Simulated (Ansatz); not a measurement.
# Si3N4 (P6_3/m):Se_N, thermodynamic levels from a 126-atom cell

Aim: at which Fermi levels does Se_N in Si3N4 (P6_3/m) change its charge? The model is a cell of 126 host atoms with 1 N taken out and 1 Se put in.

Method: place-levels on PBEsol runs: charge-transition levels and formation energies with image-charge correction and potential alignment at the atomic sites; PAW set soft_1, in Ansatz 0.2.0.

### 1. The structure

The cell holds 126 atoms: 54 Si, 71 N and 1 Se. Cell: a = 13.206 Å, b = 13.206 Å, c = 8.731 Å, α = 90.0°, β = 90.0°, γ = 120.0°. It derives from Si3N4 (space group P6_3/m). Nearest the centre at fractional (0.576, 0.453, 0.583): Se83 at 0.00 Å, Si101 at 1.74 Å, Si59 at 1.74 Å, Si56 at 1.74 Å, N62 at 2.78 Å, N123 at 2.82 Å, N81 at 2.82 Å, N116 at 2.82 Å.

Screening for the image-charge correction: ε∞ = (4.29, 4.29, 4.37), ε0 = (8.29, 8.29, 8.25), from a response run on this crystal (DFPT, PBEsol) at that run's own cell.

The cell's shortest repeat is 8.7 Å.

### 2. What was run first

Levels follow from differences of total energies between charge states, each relaxed by itself.

Each atom starts 0.05 Å or so off its site in a random direction: a symmetric start keeps its symmetry, and would miss off-centre moves and Jahn–Teller distortions. Forces are taken at one point at (¼, ¼, ¼). The cell holds 1 electron more than the neutral one, with a uniform background that keeps it neutral on the whole.

The sampling was tested on the host first: at the k-points planned (1x1x1 shifted 0.25 0.25 0.25) its energy lies 0.000 eV an atom from the dense-mesh value, under the bound of 0.02 eV set for this test; that bounds the host's error, not the defect's.

One state's input; the others differ in charge, spin, start and seed, and in occupations where the table says so.

Contents of qm1.relax/input.yaml:

```yaml
crystal:
  lattice:
    - [11.43668588, 6.60297367, 0.0]
    - [-11.43668588, 6.60297367, 0.0]
    - [0.0, 0.0, 8.73076733]
  atoms:
    - { symbol: Si, position: [0.01950046, 0.80655545, 0.25] }
    - { symbol: Si, position: [0.3528338, 0.47322211, 0.25] }
    - { symbol: Si, position: [0.68616713, 0.13988878, 0.25] }
    - { symbol: Si, position: [0.21294502, 0.01950046, 0.08333333] }
    - { symbol: Si, position: [0.54627835, 0.68616713, 0.08333333] }
    - { symbol: Si, position: [0.87961168, 0.3528338, 0.08333333] }
    - { symbol: Si, position: [0.13988878, 0.45372165, 0.08333333] }
    - { symbol: Si, position: [0.47322211, 0.12038832, 0.08333333] }
    - { symbol: Si, position: [0.80655545, 0.78705498, 0.08333333] }
    - { symbol: Si, position: [0.19344455, 0.21294502, 0.25] }
    - { symbol: Si, position: [0.52677789, 0.87961168, 0.25] }
    - { symbol: Si, position: [0.86011122, 0.54627835, 0.25] }
    - { symbol: Si, position: [0.12038832, 0.6471662, 0.25] }
    - { symbol: Si, position: [0.45372165, 0.31383287, 0.25] }
    - { symbol: Si, position: [0.78705498, 0.98049954, 0.25] }
    - { symbol: Si, position: [0.31383287, 0.86011122, 0.08333333] }
    - { symbol: Si, position: [0.6471662, 0.52677789, 0.08333333] }
    - { symbol: Si, position: [0.98049954, 0.19344455, 0.08333333] }
    - { symbol: "N", position: [0.0, 0.66666667, 0.25] }
    - { symbol: "N", position: [0.33333333, 0.33333333, 0.25] }
    - { symbol: "N", position: [0.66666667, 0.0, 0.25] }
    - { symbol: "N", position: [0.0, 0.33333333, 0.08333333] }
    - { symbol: "N", position: [0.33333333, 0.0, 0.08333333] }
    - { symbol: "N", position: [0.66666667, 0.66666667, 0.08333333] }
    - { symbol: "N", position: [0.21345843, 0.45653274, 0.25] }
    - { symbol: "N", position: [0.54679176, 0.12319941, 0.25] }
    - { symbol: "N", position: [0.8801251, 0.78986608, 0.25] }
    - { symbol: "N", position: [0.09025902, 0.8801251, 0.08333333] }
    - { symbol: "N", position: [0.42359235, 0.54679176, 0.08333333] }
    - { symbol: "N", position: [0.75692569, 0.21345843, 0.08333333] }
    - { symbol: "N", position: [0.12319941, 0.57640765, 0.08333333] }
    - { symbol: "N", position: [0.45653274, 0.24307431, 0.08333333] }
    - { symbol: "N", position: [0.78986608, 0.90974098, 0.08333333] }
    - { symbol: "N", position: [0.21013392, 0.09025902, 0.25] }
    - { symbol: "N", position: [0.54346726, 0.75692569, 0.25] }
    - { symbol: "N", position: [0.87680059, 0.42359235, 0.25] }
    - { symbol: "N", position: [0.1198749, 0.21013392, 0.08333333] }
    - { symbol: "N", position: [0.45320824, 0.87680059, 0.08333333] }
    - { symbol: "N", position: [0.78654157, 0.54346726, 0.08333333] }
    - { symbol: "N", position: [0.24307431, 0.78654157, 0.25] }
    - { symbol: "N", position: [0.57640765, 0.45320824, 0.25] }
    - { symbol: "N", position: [0.90974098, 0.1198749, 0.25] }
    - { symbol: Si, position: [0.01950046, 0.80655545, 0.58333333] }
    - { symbol: Si, position: [0.3528338, 0.47322211, 0.58333333] }
    - { symbol: Si, position: [0.68616713, 0.13988878, 0.58333333] }
    - { symbol: Si, position: [0.21294502, 0.01950046, 0.41666667] }
    - { symbol: Si, position: [0.54627835, 0.68616713, 0.41666667] }
    - { symbol: Si, position: [0.87961168, 0.3528338, 0.41666667] }
    - { symbol: Si, position: [0.13988878, 0.45372165, 0.41666667] }
    - { symbol: Si, position: [0.47322211, 0.12038832, 0.41666667] }
    - { symbol: Si, position: [0.80655545, 0.78705498, 0.41666667] }
    - { symbol: Si, position: [0.19344455, 0.21294502, 0.58333333] }
    - { symbol: Si, position: [0.52677789, 0.87961168, 0.58333333] }
    - { symbol: Si, position: [0.86011122, 0.54627835, 0.58333333] }
    - { symbol: Si, position: [0.12038832, 0.6471662, 0.58333333] }
    - { symbol: Si, position: [0.45372165, 0.31383287, 0.58333333] }
    - { symbol: Si, position: [0.78705498, 0.98049954, 0.58333333] }
    - { symbol: Si, position: [0.31383287, 0.86011122, 0.41666667] }
    - { symbol: Si, position: [0.6471662, 0.52677789, 0.41666667] }
    - { symbol: Si, position: [0.98049954, 0.19344455, 0.41666667] }
    - { symbol: "N", position: [0.0, 0.66666667, 0.58333333] }
    - { symbol: "N", position: [0.33333333, 0.33333333, 0.58333333] }
    - { symbol: "N", position: [0.66666667, 0.0, 0.58333333] }
    - { symbol: "N", position: [0.0, 0.33333333, 0.41666667] }
    - { symbol: "N", position: [0.33333333, 0.0, 0.41666667] }
    - { symbol: "N", position: [0.66666667, 0.66666667, 0.41666667] }
    - { symbol: "N", position: [0.21345843, 0.45653274, 0.58333333] }
    - { symbol: "N", position: [0.54679176, 0.12319941, 0.58333333] }
    - { symbol: "N", position: [0.8801251, 0.78986608, 0.58333333] }
    - { symbol: "N", position: [0.09025902, 0.8801251, 0.41666667] }
    - { symbol: "N", position: [0.42359235, 0.54679176, 0.41666667] }
    - { symbol: "N", position: [0.75692569, 0.21345843, 0.41666667] }
    - { symbol: "N", position: [0.12319941, 0.57640765, 0.41666667] }
    - { symbol: "N", position: [0.45653274, 0.24307431, 0.41666667] }
    - { symbol: "N", position: [0.78986608, 0.90974098, 0.41666667] }
    - { symbol: "N", position: [0.21013392, 0.09025902, 0.58333333] }
    - { symbol: "N", position: [0.54346726, 0.75692569, 0.58333333] }
    - { symbol: "N", position: [0.87680059, 0.42359235, 0.58333333] }
    - { symbol: "N", position: [0.1198749, 0.21013392, 0.41666667] }
    - { symbol: "N", position: [0.45320824, 0.87680059, 0.41666667] }
    - { symbol: "N", position: [0.78654157, 0.54346726, 0.41666667] }
    - { symbol: "N", position: [0.24307431, 0.78654157, 0.58333333] }
    - { symbol: Se, position: [0.57640765, 0.45320824, 0.58333333] }
    - { symbol: "N", position: [0.90974098, 0.1198749, 0.58333333] }
    - { symbol: Si, position: [0.01950046, 0.80655545, 0.91666667] }
    - { symbol: Si, position: [0.3528338, 0.47322211, 0.91666667] }
    - { symbol: Si, position: [0.68616713, 0.13988878, 0.91666667] }
    - { symbol: Si, position: [0.21294502, 0.01950046, 0.75] }
    - { symbol: Si, position: [0.54627835, 0.68616713, 0.75] }
    - { symbol: Si, position: [0.87961168, 0.3528338, 0.75] }
    - { symbol: Si, position: [0.13988878, 0.45372165, 0.75] }
    - { symbol: Si, position: [0.47322211, 0.12038832, 0.75] }
    - { symbol: Si, position: [0.80655545, 0.78705498, 0.75] }
    - { symbol: Si, position: [0.19344455, 0.21294502, 0.91666667] }
    - { symbol: Si, position: [0.52677789, 0.87961168, 0.91666667] }
    - { symbol: Si, position: [0.86011122, 0.54627835, 0.91666667] }
    - { symbol: Si, position: [0.12038832, 0.6471662, 0.91666667] }
    - { symbol: Si, position: [0.45372165, 0.31383287, 0.91666667] }
    - { symbol: Si, position: [0.78705498, 0.98049954, 0.91666667] }
    - { symbol: Si, position: [0.31383287, 0.86011122, 0.75] }
    - { symbol: Si, position: [0.6471662, 0.52677789, 0.75] }
    - { symbol: Si, position: [0.98049954, 0.19344455, 0.75] }
    - { symbol: "N", position: [0.0, 0.66666667, 0.91666667] }
    - { symbol: "N", position: [0.33333333, 0.33333333, 0.91666667] }
    - { symbol: "N", position: [0.66666667, 0.0, 0.91666667] }
    - { symbol: "N", position: [0.0, 0.33333333, 0.75] }
    - { symbol: "N", position: [0.33333333, 0.0, 0.75] }
    - { symbol: "N", position: [0.66666667, 0.66666667, 0.75] }
    - { symbol: "N", position: [0.21345843, 0.45653274, 0.91666667] }
    - { symbol: "N", position: [0.54679176, 0.12319941, 0.91666667] }
    - { symbol: "N", position: [0.8801251, 0.78986608, 0.91666667] }
    - { symbol: "N", position: [0.09025902, 0.8801251, 0.75] }
    - { symbol: "N", position: [0.42359235, 0.54679176, 0.75] }
    - { symbol: "N", position: [0.75692569, 0.21345843, 0.75] }
    - { symbol: "N", position: [0.12319941, 0.57640765, 0.75] }
    - { symbol: "N", position: [0.45653274, 0.24307431, 0.75] }
    - { symbol: "N", position: [0.78986608, 0.90974098, 0.75] }
    - { symbol: "N", position: [0.21013392, 0.09025902, 0.91666667] }
    - { symbol: "N", position: [0.54346726, 0.75692569, 0.91666667] }
    - { symbol: "N", position: [0.87680059, 0.42359235, 0.91666667] }
    - { symbol: "N", position: [0.1198749, 0.21013392, 0.75] }
    - { symbol: "N", position: [0.45320824, 0.87680059, 0.75] }
    - { symbol: "N", position: [0.78654157, 0.54346726, 0.75] }
    - { symbol: "N", position: [0.24307431, 0.78654157, 0.91666667] }
    - { symbol: "N", position: [0.57640765, 0.45320824, 0.91666667] }
    - { symbol: "N", position: [0.90974098, 0.1198749, 0.91666667] }
  host:
    repeats: [1, 1, 3]
    atoms:
      - { symbol: Si, position: [0.01950046, 0.80655545, 0.75] }
      - { symbol: Si, position: [0.3528338, 0.47322211, 0.75] }
      # ... 40 more atoms of the perfect host
total_charge: -1
basis:
  ecutwfc: 420
  xc_grid: 2
hamiltonian:
  xc: pbesol
  pseudopotentials: { kind: paw, azcp: { folder: soft_1 }, xc_functional: pbe }
kpoints:
  mp_grid: { grid: [1, 1, 1], shift: [0.25, 0.25, 0.25] }
scf:
  occupations: { method: fixed }
  max_iter: 80
output:
  forces: true
  charged_corrections:
    epsilon: [4.29, 4.29, 4.37]
    static_epsilon: [8.29, 8.29, 8.25]
    defect_position: [0.576408, 0.453208, 0.583333]
relax:
  f_tol: 0.02
  max_steps: 80
  random_displacement: { amplitude: 0.05, seed: 2008 }
checkpoint:
  write: "../qm1.relax.run"
  compress: false
  write_wavefunctions: true
  write_every: 100000
```

Command:

```console
$ ansatz run input.yaml --threads 4 --pin off --max-ram 15073MiB --backend cpu --events-out ev --progress --plain --runs-dir out
```

The relaxed structure is kept and the sampling changed to a 2×2×2 shifted mesh.

The run of this state that the levels use, under PBEsol:

Contents of qm1.point/input.yaml:

```yaml
crystal:
  checkpoint: "../qm1.relax.run"
  host: checkpoint
total_charge: -1
basis:
  ecutwfc: 420
  xc_grid: 2
hamiltonian:
  xc: pbesol
  pseudopotentials: { kind: paw, azcp: { folder: soft_1 }, xc_functional: pbe }
kpoints:
  mp_grid: { grid: [2, 2, 2], shift: [0.5, 0.5, 0.5] }
scf:
  occupations: { method: fermi_dirac, width: 0.01 }
  max_iter: 80
output:
  forces: true
  eigenvalues: true
  charged_corrections:
    epsilon: [4.29, 4.29, 4.37]
    static_epsilon: [8.29, 8.29, 8.25]
    defect_position: [0.576408, 0.453208, 0.583333]
  eigenstates: { localisation: true }
  populations: true
  band_densities: [{ bands: [v1, v1] }, { bands: [c1, c1] }]
  write_density: true
  write_potential: true
  volumetric_format: npy
checkpoint:
  read: "../qm1.relax.run"
  write: "../qm1.point.run"
  compress: false
  write_wavefunctions: false
  write_every: 100000
```

Relaxations under PBEsol at one point at (¼, ¼, ¼); times on 4 threads of Arm Neoverse V1, shared host:

| charge | moment (μB) | occupations | outcome | steps | largest displacement against the far atoms (Å) | time |
| --- | --- | --- | --- | --- | --- | --- |
| −1 | 0 | fixed | converged | 19 | 0.64 | 10 min |
| 0 | 1 | fixed | converged | 14 | 0.62 | 14 min |
| +1 | 0 | fixed | converged | 12 | 0.80 | 5.8 min |

Single points under PBEsol at a 2×2×2 shifted mesh; times on 4 threads of Arm Neoverse V1, shared host:

| charge | moment (μB) | occupations | outcome | time |
| --- | --- | --- | --- | --- |
| −1 | 0 | fermi-dirac | converged | 4 min |
| 0 | 1 | fermi-dirac | converged | 8.4 min |
| +1 | 0 | fermi-dirac | converged | 3.8 min |

Distances (Å) from Se83 to the nearest atoms after relaxation with PBEsol:

| charge | moment (μB) | 1. | 2. | 3. | 4. | 5. | 6. |
| --- | --- | --- | --- | --- | --- | --- | --- |
| −1 | 0 | Si 2.19 | Si 2.19 | Si 2.38 | N 2.71 | N 2.83 | N 2.85 |
| 0 | 1 | Si 2.19 | Si 2.23 | Si 2.30 | N 2.77 | N 2.77 | N 2.83 |
| +1 | 0 | Si 2.19 | Si 2.19 | Si 2.35 | N 2.69 | N 2.69 | N 2.89 |

(Part 1 of 2 ends here.)

[Logs are printed without paths, hosts, clocks, repeated set-up lines and the standing remarks that a program may print on its own settings, such as how far it seeks lower states.]

[Hosts, paths, dates, database ids (printed as entryN), source tags and the programs' standing remarks are cut or masked in the printed files.]

[Where a table of states has a column of steps, it counts the stored structures, which are thinned; the runs took as many ionic steps or more.]

[A defect's name tells the site on which it was built; relaxed atoms can leave that site.]

[For some hosts the program warned that the k-mesh of the response run may be too coarse for force constants and the static dielectric constant; such warnings are not shown here.]
